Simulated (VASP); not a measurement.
A run of VASP 6.6.1 is set up as follows.

Contents of INCAR:

```
SYSTEM = SnSe
PREC = Accurate
ENCUT = 600
EDIFF = 1E-7
ISMEAR = 0
SIGMA = 0.03
LREAL = .FALSE.
LASPH = .TRUE.
NELM = 80
ALGO = Normal
ISIF = 3
LWAVE = .FALSE.
LCHARG = .FALSE.
GGA = PE
IVDW = 12
IBRION = 2
NSW = 90
EDIFFG = -0.005
KPAR = 2
```

File KPOINTS:

```
Automatic mesh
0
G
  4 8 8
  0 0 0
```

File POSCAR:

```
SnSe                                    
1.0
   11.4951242997      0.0000000000      0.0000000000
    0.0000000000      4.1770248358     -0.0000000000
    0.0000000000     -0.0000000000      4.3703652297
  Sn              Se            
     4     4
Direct
     0.1183530229146526    0.2500000000000000    0.0892348999778624
     0.3816469770853473    0.7500000000000000    0.5892348999778624
     0.6183530229146527    0.2500000000000000    0.4107651000221376
     0.8816469770853473    0.7500000000000000    0.9107651000221376
     0.3573219298020119    0.2500000000000000    0.0205160840254089
     0.1426780701979882    0.7500000000000000    0.5205160840254089
     0.8573219298020118    0.2500000000000000    0.4794839159745911
     0.6426780701979882    0.7500000000000000    0.9794839159745911
```

Potentials or basis: VASP PAW PBE potentials, release 64 (Sn_d, Se).

The run is started by

```sh
$ cat potpaw_PBE.64/Sn_d/POTCAR potpaw_PBE.64/Se/POTCAR > POTCAR
$ mpirun -np 2 vasp_std > vasp.out
```

(1) What does it give for the space group after relaxing (to 0.05 Å)?

(2) Predict the relaxed cell.

Results:

(1) Pnma (No. 62).

(2) a = 11.486 Å, b = 4.172 Å, c = 4.380 Å, α = 90.00°, β = 90.00°, γ = 90.00°.
